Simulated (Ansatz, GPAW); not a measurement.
# Mg₂Si with GLLB-SC from a Python script

These are simulated results from GPAW 26.7.0, not measurements. The cell was built from a prototype and was relaxed with r2SCAN in plane waves (Ansatz 0.2.0). Not every such cell is a known phase. All runs are without spin polarisation.

The symmetry is Fm-3m (No. 225, cubic); conventional cell a = 6.338 Å, 21.22 Å³ an atom. Around Si lie 8 Mg at 2.74 Å; around Mg lie 4 Si at 2.74 Å.

GLLB-SC is a model potential. Its fundamental gap is the Kohn-Sham gap plus a derivative discontinuity, which the script evaluates at the band edges among the listed k points. Its total energy isn't variational and serves nothing here.

The script, run.py:

```python
import json
from ase import Atoms
from gpaw import GPAW, PW, FermiDirac

atoms = Atoms(['Si', 'Mg', 'Mg'],
              cell=[[0.0, 3.168963, 3.168963], [3.168963, 0.0, 3.168963], [3.168963, 3.168963, 0.0]],
              scaled_positions=[[-0.0, 0.0, 0.0], [0.25, 0.25, 0.25], [0.75, 0.75, 0.75]],
              pbc=True)
calc = GPAW(mode=PW(400), xc='GLLBSC', kpts={'size': (4, 4, 4), 'gamma': True},
            occupations=FermiDirac(0.02), maxiter=100, legacy_gpaw=True, txt='gpaw.txt')
atoms.calc = calc
res = {'energy': atoms.get_potential_energy(force_consistent=True)}
res['electrons'] = calc.get_number_of_electrons()
res['k'] = calc.get_ibz_k_points().tolist()
res['levels'] = [calc.get_eigenvalues(kpt=i).tolist() for i in range(len(res['k']))]
points = [[0.0, 0.0, 0.0], [0.5, 0.0, 0.5], [0.625, 0.25, 0.625], [0.375, 0.375, 0.75], [0.5, 0.5, 0.5], [0.5, 0.25, 0.75], [0.0, 0.5, 0.5]]
bands = calc.fixed_density(kpts=points, symmetry='off', nbands=round(res['electrons']) // 2 + 6, convergence={'bands': -2}, txt='bands.txt')
res['points'] = [bands.get_eigenvalues(kpt=i).tolist() for i in range(len(points))]
homo, lumo = bands.get_homo_lumo()
potential = calc.hamiltonian.xc.response.calculate_discontinuity_potential(homo, lumo)
res['discontinuity'] = bands.hamiltonian.xc.response.calculate_discontinuity(potential)
json.dump(res, open('results.json', 'w'))
print('free energy (eV):', round(res['energy'], 5))
```

Command: `python run.py`. It took 11 s on 1 thread of Arm Neoverse V2, on a shared host, peak memory 0.15 GiB.

The log gpaw.txt, trimmed of paths, versions and times, then the last line on the terminal. An iter line gives the energy in eV and the logarithms of the changes of orbitals (plane waves alone) and density (c: converged):

```
___ ___ ___ _ _ _
 |   |   |_  | | | |

 | | | | | . | | | |

 |__ |  _|___|_____|  26.7.0
 |___|_|

Input parameters:
  kpts: {gamma: True,
         size: (4, 4, 4)}
  maxiter: 100
  mode: {ecut: 400.0,
         name: pw}
  occupations: {fixmagmom: False,
                name: fermi-dirac,
                width: 0.02}
  xc: GLLBSC

System changes: positions, numbers, cell, pbc, initial_charges, initial_magmoms

Initialize ...

species:
  Si:
    name:    Silicon
    Z:       14.0
    valence: 4
    core:    10
    charge:  0.0  # [|e|]
    compensation charges:
      type: gauss
      rc: 0.33  # [Å]
      lmax: 2
    cutoffs:
      filter: 1.86  # [Å]
      core: 2.06  # [Å]
    projectors
    | kind |    occ | energy [eV] | rcut [Å] |

    |------|--------|-------------|----------|

    |   3s |  2.000 |     -12.033 |    1.058 |

    |   3p |  2.000 |      -5.571 |    1.058 |

    |    s |        |      15.179 |    1.058 |

    |    p |        |      21.640 |    1.058 |

    |    d |        |       0.000 |    1.058 |

    Using partial waves for Si as LCAO basis

  Mg:
    name:    Magnesium
    Z:       12.0
    valence: 10
    core:    2
    charge:  0.0  # [|e|]
    compensation charges:
      type: gauss
      rc: 0.33  # [Å]
      lmax: 2
    cutoffs:
      filter: 1.86  # [Å]
      core: 0.54  # [Å]
    projectors
    | kind |    occ | energy [eV] | rcut [Å] |

    |------|--------|-------------|----------|

    |   2s |  2.000 |     -81.998 |    1.090 |

    |   3s |  2.000 |      -6.877 |    1.090 |

    |   2p |  6.000 |     -48.239 |    1.085 |

    |   3p |  0.000 |      -3.605 |    1.085 |

    |    d |        |       0.000 |    1.037 |

    Using partial waves for Mg as LCAO basis

Reference energy: -18745.488075  # eV

Spin-paired calculation

Convergence criteria:
 Maximum [total energy] change in last 3 cyles: 0.0005 eV / valence electron
 Maximum integral of absolute [dens]ity change: 0.0001 electrons / valence electron
 Maximum integral of absolute [eigenst]ate change: 4e-08 eV^2 / valence electron
 Maximum number of scf [iter]ations: 100
 (Square brackets indicate name in SCF output, whereas a 'c' in
 the SCF output indicates the quantity has converged.)

Symmetries present (total): 48

  ( 1  0  0)  ( 1  0  0)  ( 1  0  0)  ( 1  0  0)  ( 1  0 -1)  ( 1  0 -1)
  ( 1  0 -1)  ( 1 -1  0)  ( 0  1  0)  ( 0  0  1)  ( 1  0  0)  ( 1 -1  0)
  ( 1 -1  0)  ( 1  0 -1)  ( 0  0  1)  ( 0  1  0)  ( 1 -1  0)  ( 1  0  0)

  ( 1  0 -1)  ( 1  0 -1)  ( 1 -1  0)  ( 1 -1  0)  ( 1 -1  0)  ( 1 -1  0)
  ( 0  1 -1)  ( 0  0 -1)  ( 1  0  0)  ( 1  0 -1)  ( 0 -1  1)  ( 0 -1  0)
  ( 0  0 -1)  ( 0  1 -1)  ( 1  0 -1)  ( 1  0  0)  ( 0 -1  0)  ( 0 -1  1)

  ( 0  1  0)  ( 0  1  0)  ( 0  1  0)  ( 0  1  0)  ( 0  1 -1)  ( 0  1 -1)
  ( 1  0  0)  ( 0  1 -1)  ( 0  0  1)  (-1  1  0)  ( 1  0 -1)  ( 0  1  0)
  ( 0  0  1)  (-1  1  0)  ( 1  0  0)  ( 0  1 -1)  ( 0  0 -1)  (-1  1  0)

  ( 0  1 -1)  ( 0  1 -1)  ( 0  0  1)  ( 0  0  1)  ( 0  0  1)  ( 0  0  1)
  ( 0  0 -1)  (-1  1  0)  ( 1  0  0)  ( 0  1  0)  ( 0 -1  1)  (-1  0  1)
  ( 1  0 -1)  ( 0  1  0)  ( 0  1  0)  ( 1  0  0)  (-1  0  1)  ( 0 -1  1)

  ( 0  0 -1)  ( 0  0 -1)  ( 0  0 -1)  ( 0  0 -1)  ( 0 -1  1)  ( 0 -1  1)
[... 4 lines left out ...]
  ( 0 -1  0)  (-1  0  1)  ( 1 -1  0)  ( 0  0 -1)  ( 0 -1  1)  (-1  0  0)
  ( 1 -1  0)  ( 0  0  1)  ( 0 -1  1)  (-1  0  0)  ( 1 -1  0)  ( 0  0 -1)

  (-1  1  0)  (-1  1  0)  (-1  1  0)  (-1  1  0)  (-1  0  1)  (-1  0  1)
  ( 0  1  0)  ( 0  1 -1)  (-1  0  1)  (-1  0  0)  ( 0  0  1)  ( 0 -1  1)
  ( 0  1 -1)  ( 0  1  0)  (-1  0  0)  (-1  0  1)  ( 0 -1  1)  ( 0  0  1)

  (-1  0  1)  (-1  0  1)  (-1  0  0)  (-1  0  0)  (-1  0  0)  (-1  0  0)
  (-1  1  0)  (-1  0  0)  ( 0  0 -1)  ( 0 -1  0)  (-1  1  0)  (-1  0  1)
  (-1  0  0)  (-1  1  0)  ( 0 -1  0)  ( 0  0 -1)  (-1  0  1)  (-1  1  0)

64 k-points: 4 x 4 x 4 Monkhorst-Pack grid + [1/8,1/8,1/8]
8 k-points in the irreducible part of the Brillouin zone
       k-points in crystal coordinates                weights
   0:     0.00000000    0.00000000    0.00000000          1/64
   1:     0.25000000    0.25000000    0.00000000          6/64
   2:     0.25000000    0.25000000    0.25000000          8/64
   3:     0.50000000    0.25000000   -0.25000000          6/64
   4:     0.50000000    0.25000000    0.25000000         12/64
   5:     0.50000000    0.50000000    0.00000000          3/64
   6:     0.50000000    0.50000000    0.25000000         24/64
   7:     0.50000000    0.50000000    0.50000000          4/64

Wave functions: Plane wave expansion
  Cutoff energy: 400.000 eV
  Number of coefficients (min, max): 1139, 1174
  Pulay-stress correction: 0.000000 eV/Ang^3 (de/decut=0.000000)
  Using FFTW library
  ScaLapack parameters: grid=1x1, blocksize=None
  Wavefunction extrapolation:
    Improved wavefunction reuse through dual PAW basis

Occupation numbers: Fermi-Dirac:
  width: 0.0200  # eV

Eigensolver
   Davidson(niter=2)

Densities:
  Coarse grid: 21*21*21 grid
  Fine grid: 42*42*42 grid
  Total Charge: 0.000000

Density mixing:
  Method: separate
  Backend: msr1
  Linear mixing parameter: 0.05
  old densities: 10
  Width of damping distribution: 1.1
  Damping of long wavelength oscillations: 20

Hamiltonian:
  XC and Coulomb potentials evaluated on a 42*42*42 grid
  Using the GLLBSC Exchange-Correlation functional
  External potential:
    NoExternalPotential

XC parameters: GLLBSC functional being used consists of
  -----------------------------------------------------------------------
  | Weight | Module     | Description                                   |

  -----------------------------------------------------------------------
  |  1.000 | SCREENING  | GGA_X_PBE_SOL with 2 nearest neighbor stencil |

  |  1.000 | RESPONSE   | eps=0.0500 eV                                 |

  |  1.000 | XC         | GGA_C_PBE_SOL with 2 nearest neighbor stencil |

  -----------------------------------------------------------------------

Memory estimate:
  Process memory now: 111.79 MiB
  Calculator: 11.17 MiB
    Density: 4.79 MiB
      Arrays: 1.84 MiB
      Localized functions: 1.54 MiB
      Mixer: 1.41 MiB
    Hamiltonian: 1.24 MiB
      Arrays: 1.20 MiB
      XC: 0.00 MiB
      Poisson: 0.00 MiB
      vbar: 0.04 MiB
    Wavefunctions: 5.14 MiB
      Arrays psit_nG: 2.72 MiB
      Eigensolver: 0.49 MiB
      Projections: 0.09 MiB
      Projectors: 1.34 MiB
      PW-descriptor: 0.50 MiB

Total number of cores used: 1

Number of atoms: 3
Number of atomic orbitals: 20
Number of bands in calculation: 19
Number of valence electrons: 24
Bands to converge: occupied

... initialized

Initializing position-dependent things.

Density initialized from atomic densities
Creating initial wave functions:
  19 bands from LCAO basis set
Positions:
   0 Si     0.000000    0.000000    0.000000    ( 0.0000,  0.0000,  0.0000)
   1 Mg     1.584482    1.584482    1.584482    ( 0.0000,  0.0000,  0.0000)
   2 Mg     4.753445    4.753445    4.753445    ( 0.0000,  0.0000,  0.0000)

Unit cell:
           periodic     x           y           z      points  spacing
  1. axis:    yes    0.000000    3.168963    3.168963    21     0.1742
  2. axis:    yes    3.168963    0.000000    3.168963    21     0.1742
  3. axis:    yes    3.168963    3.168963    0.000000    21     0.1742

  Lengths:   4.481590   4.481590   4.481590
  Angles:   60.000000  60.000000  60.000000

Effective grid spacing dv^(1/3) = 0.1901

iter:   1   -11.161506
iter:   2   -12.566082   -0.79  -1.21
iter:   3   -12.787682   -1.91  -1.05
iter:   4   -13.374683   -2.62  -1.03
iter:   5   -12.485065   -2.74  -0.96
iter:   6   -11.340774   -2.31  -1.07
iter:   7   -10.479425   -2.12  -1.29
iter:   8   -10.072444   -2.09  -1.54
iter:   9    -9.849221   -1.85  -1.46
iter:  10    -9.654928   -3.13  -1.44
iter:  11    -9.627219   -3.95  -1.67
iter:  12    -9.763301   -3.39  -1.72
iter:  13    -9.778961   -3.70  -2.13
iter:  14    -9.777608   -4.77  -3.05
iter:  15    -9.776767c  -5.99  -3.61
iter:  16    -9.776419c  -6.68  -3.75
iter:  17    -9.775226c  -7.85c -3.97
iter:  18    -9.774817c  -8.39c -4.43c

Converged after 18 iterations.

Energy contributions relative to reference atoms: (reference = -18745.488075)

Kinetic:        +25.098850
Potential:      -18.600482
External:        +0.000000
XC:             -16.168974
Entropy (-ST):   -0.000002
Local:           -0.104211
SIC:             +0.000000
--------------------------
Free energy:     -9.774818
Extrapolated:    -9.774817

GLLBSC response reference energy: 3.86331 eV (from HOMO)

Showing only first 2 kpts
 Kpt  Band  Eigenvalues  Occupancy
  0    10      3.86384    1.99991
  0    11      3.86384    1.99991
  0    12      6.27160    0.00000
  0    13      6.71035    0.00000

  1    10      2.66193    2.00000
  1    11      2.66194    2.00000
  1    12      5.53016    0.00000
  1    13      5.86798    0.00000

Fermi level: 4.06478

Gap: 0.402 eV
Transition (v -> c):
  (s=0, k=0, n=11, [0.00, 0.00, 0.00]) -> (s=0, k=5, n=12, [0.50, 0.50, 0.00])
Direct/indirect transitions are different
Direct gap: 2.288 eV
Transition at: (s=0, k=5, n=11, [0.50, 0.50, 0.00])

free energy (eV): -9.77482
```

The gap in the log is over the mesh alone; results.json adds the listed points. GLLB-SC gives a gap of 0.64 eV (0.402 eV Kohn-Sham over the listed points plus 0.241 eV discontinuity). On the same cell, plane-wave PBE (Ansatz, 8×8×8 k points and the special points) gives a gap of 0.20 eV and r2SCAN a gap of 0.45 eV; on shared hosts these took about 1.7 and 5.2 core-seconds on the 3-atom cell, against 11 for the script. Semilocal gaps usually lie below measured ones.
